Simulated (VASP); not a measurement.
# PtS2 (P-3m1) in VASP: further runs, part 2 of 2

VASP 6.6.1. The steps go on from the part before.

## 3. Single point, PBE, spin-orbit coupling, no magnetisation

Input file INCAR:

```
PREC     = Accurate       # precision mode
ENCUT    = 400            # plane-wave cutoff, eV
EDIFF    = 1E-7           # SCF threshold, eV
ISMEAR   = 0              # smearing method
SIGMA    = 0.02           # smearing width, eV
LREAL    = Auto         
LASPH    = True           # aspherical terms in the spheres
NELM     = 100            # most SCF steps
ALGO     = Normal         # electronic algorithm
ISIF     = 2              # what is computed and relaxed
LWAVE    = False          # write WAVECAR
LCHARG   = False          # write CHGCAR
LNONCOLLINEAR= True           # non-collinear magnetism
MAGMOM   = 0 0 0 0 0 0 0 0 0 # initial moments
LORBIT   = 11             # projections on sites
LSORBIT  = True           # spin-orbit coupling
GGA_COMPAT= False        
LMAXMIX  = 4              # l up to which the mixer works
GGA      = PE             # functional
NBANDS   = 38             # bands
```

Input file KPOINTS:

```
regular mesh
0
Gamma
  6 6 4
```

Input file POSCAR:

```
PtS2
1.0
    3.5432000000      0.0000000000      0.0000000000
   -1.7716000000      3.0685012107      0.0000000000
    0.0000000000      0.0000000000      5.0388000000
Pt S
1 2
Direct
    0.0000000000      0.0000000000      0.0000000000
    0.6666666667      0.3333333333      0.7730000000
    0.3333333333      0.6666666667      0.2270000000
```

Potentials or basis: VASP PAW PBE potentials, release 64 (Pt, S).

The run is started by

```sh
$ cat potpaw_PBE.64/Pt/POTCAR potpaw_PBE.64/S/POTCAR > POTCAR
$ mpirun -np 1 vasp_ncl > vasp.out
```

It took 76 s on 1 thread of AMD EPYC 9R45 (Zen 5), shared host; peak memory 0.22 GiB.

The run converged, but some of its settings lie outside the range that counts as converged, so its numbers aren't taken as properties of the crystal.

Results:

- Free energy: -15.6496 eV
- Pressure: 11.2 GPa
- Largest force: 1.245 eV/Å
- Valence electrons inside the program's atomic spheres: Pt 9.63; S 3.67

Caveat: forces of over 1 eV/Å show positions far from the minimum, so gaps and moduli don't describe the material at rest.

## 4. Single point, PBE, spin-orbit coupling, no magnetisation

INCAR: that of step 3 with these lines changed.

```diff
@@ -4,4 +4,4 @@
 ISMEAR   = 0              # smearing method
-SIGMA    = 0.02           # smearing width, eV
-LREAL    = Auto         
+SIGMA    = 0.2            # smearing width, eV
+LREAL    = False          # projectors in reciprocal space
 LASPH    = True           # aspherical terms in the spheres
```

KPOINTS is that of step 3.

POSCAR is that of step 3.

The run is started by

```sh
$ cat potpaw_PBE.64/Pt/POTCAR potpaw_PBE.64/S/POTCAR > POTCAR
$ mpirun -np 1 vasp_ncl > vasp.out
```

Run time: 53 s. Hardware: 1 thread of AMD EPYC 9R45 (Zen 5), shared host; peak memory 0.23 GiB.

The run converged, but some of its settings lie outside the range that counts as converged, so its numbers aren't taken as properties of the crystal.

Results:

```
Free energy                                           : -15.6487 eV
Pressure                                              : 11.3 GPa
Largest force                                         : 1.245 eV/Å
Valence electrons inside the program's atomic spheres : Pt 9.63; S 3.67
```

Caveat: forces of over 1 eV/Å show positions far from the minimum, so gaps and moduli don't describe the material at rest.

## 5. Single point, PBE, spin-orbit coupling, no magnetisation

INCAR: that of step 4 with these lines changed.

```diff
@@ -1,6 +1,6 @@
 PREC     = Accurate       # precision mode
-ENCUT    = 400            # plane-wave cutoff, eV
+ENCUT    = 460            # plane-wave cutoff, eV
 EDIFF    = 1E-7           # SCF threshold, eV
 ISMEAR   = 0              # smearing method
-SIGMA    = 0.2            # smearing width, eV
+SIGMA    = 0.02           # smearing width, eV
 LREAL    = False          # projectors in reciprocal space
```

KPOINTS is that of step 4.

POSCAR is that of step 4.

The run is started by

```sh
$ cat potpaw_PBE.64/Pt/POTCAR potpaw_PBE.64/S/POTCAR > POTCAR
$ mpirun -np 1 vasp_ncl > vasp.out
```

Run time: 72 s. Hardware: 1 thread of AMD EPYC 9R45 (Zen 5), shared host; peak memory 0.28 GiB.

The run converged, but some of its settings lie outside the range that counts as converged, so its numbers aren't taken as properties of the crystal.

What came out:

```yaml
Free_energy: -15.6493 eV
Pressure: 11.3 GPa
Largest_force: 1.245 eV/Å
Valence_electrons_inside_the_program's_atomic_spheres: Pt 9.63; S 3.67
```

Caveat: forces of over 1 eV/Å show positions far from the minimum, so gaps and moduli don't describe the material at rest.

## 6. Single point, PBE, spin-orbit coupling, no magnetisation

INCAR: that of step 5 with these lines changed.

```diff
@@ -1,3 +1,3 @@
 PREC     = Accurate       # precision mode
-ENCUT    = 460            # plane-wave cutoff, eV
+ENCUT    = 520            # plane-wave cutoff, eV
 EDIFF    = 1E-7           # SCF threshold, eV
```

KPOINTS is that of step 5.

POSCAR is that of step 5.

Potentials or basis: VASP PAW PBE potentials, release 64 (Pt, S).

The run is started by

```sh
$ cat potpaw_PBE.64/Pt/POTCAR potpaw_PBE.64/S/POTCAR > POTCAR
$ mpirun -np 1 vasp_ncl > vasp.out
```

OUTCAR:

```text
PREC = Accurate
   ENCUT = 520
   EDIFF = 1E-7
   ISMEAR = 0
   LREAL = False
   LASPH = True
   NELM = 100
   ISIF = 2
   LNONCOLLINEAR = True
   LORBIT = 11
   LSORBIT = True
   GGA = PE

 Found     24 irreducible k-points:

 Following reciprocal coordinates:
            Coordinates               Weight
  0.000000  0.000000  0.000000      1.000000
  0.166667 -0.000000  0.000000      6.000000
  0.333333 -0.000000  0.000000      6.000000
  0.500000 -0.000000  0.000000      3.000000
  0.166667  0.166667  0.000000      6.000000
  0.333333  0.166667  0.000000     12.000000
   k-points           NKPTS =     24   k-points in BZ     NKDIM =     24   number of bands    NBANDS=     38
   number of dos      NEDOS =    301   number of ions     NIONS =      3
   total plane-waves  NPLWV =  31360
   dimension x,y,z NGX =    28 NGY =   28 NGZ =   40
   dimension x,y,z NGXF=    56 NGYF=   56 NGZF=   80
   ions per type =               1   2
   NGX,Y,Z   is equivalent  to a cutoff of  13.14, 13.14, 13.20 a.u.
   NGXF,Y,Z  is equivalent  to a cutoff of  26.28, 26.28, 26.39 a.u.
 SYSTEM =  unknown system
   PREC   = accura    normal or accurate (medium, high low for compatibility)
   ISTART =      0    job   : 0-new  1-cont  2-samecut
   ICHARG =      2    charge: 1-file 2-atom 10-const
   ISPIN  =      1    spin polarized calculation?
[... 340 lines left out ...]
     0.0000000     0.0000000     0.0000000     0.0000000     0.0000000     0.0000000     0.0000000
     0.0000000     0.0000000     0.0000000     0.0000000     0.0000000     0.0000000     0.0000000
     0.0000000     0.0000000     0.0000000     0.0000000     0.0000000     0.0000000     0.0000000
     0.0000000     0.0000000     0.0000000     0.0000000     0.0000000     0.0000000     0.0000000
[... 29 lines left out ...]
 l=   2
     0.0000000     0.0000000     0.0000000     0.0000000     0.0000000
     0.0000000     0.0000000     0.0000000     0.0000000     0.0000000
     0.0000000     0.0000000     0.0000000     0.0000000     0.0000000
     0.0000000     0.0000000     0.0000000     0.0000000     0.0000000
     0.0000000     0.0000000     0.0000000     0.0000000     0.0000000
 l=   3
     0.0000000     0.0000000     0.0000000     0.0000000     0.0000000     0.0000000     0.0000000
     0.0000000     0.0000000     0.0000000     0.0000000     0.0000000     0.0000000     0.0000000
     0.0000000     0.0000000     0.0000000     0.0000000     0.0000000     0.0000000     0.0000000
     0.0000000     0.0000000     0.0000000     0.0000000     0.0000000     0.0000000     0.0000000
     0.0000000     0.0000000     0.0000000     0.0000000     0.0000000     0.0000000     0.0000000
     0.0000000     0.0000000     0.0000000     0.0000000     0.0000000     0.0000000     0.0000000
     0.0000000     0.0000000     0.0000000     0.0000000     0.0000000     0.0000000     0.0000000

 total charge

# of ion       s       p       d       tot
------------------------------------------
    1        0.732   0.889   8.009   9.629
    2        1.360   2.311   0.000   3.671
    3        1.360   2.311   0.000   3.671
--------------------------------------------------
tot          3.451   5.511   8.009  16.971

 magnetization (x)

# of ion       s       p       d       tot
------------------------------------------
    1        0.000   0.000   0.000   0.000
    2        0.000  -0.000   0.000  -0.000
    3        0.000  -0.000   0.000  -0.000
--------------------------------------------------
tot          0.000  -0.000   0.000  -0.000

 magnetization (y)

# of ion       s       p       d       tot
------------------------------------------
    1        0.000   0.000  -0.000  -0.000
    2        0.000   0.000   0.000   0.000
    3        0.000   0.000   0.000   0.000
--------------------------------------------------
tot          0.000   0.000  -0.000   0.000

 magnetization (z)

# of ion       s       p       d       tot
------------------------------------------
    1        0.000   0.000   0.000   0.000
    2        0.000   0.000   0.000   0.000
    3        0.000   0.000   0.000   0.000
--------------------------------------------------
tot          0.000   0.000   0.000   0.000
```

Wall time 79 s (1 thread of AMD EPYC 9R45 (Zen 5), shared host); peak memory 0.3 GiB.

These settings aren't checked as converged: the numbers below hold their error.

Results:

- Free energy: -15.6494 eV
- Pressure: 11.2 GPa
- Largest force: 1.246 eV/Å
- Valence electrons inside the program's atomic spheres: Pt 9.63; S 3.67

Caveat: forces of over 1 eV/Å show positions far from the minimum, so gaps and moduli don't describe the material at rest.
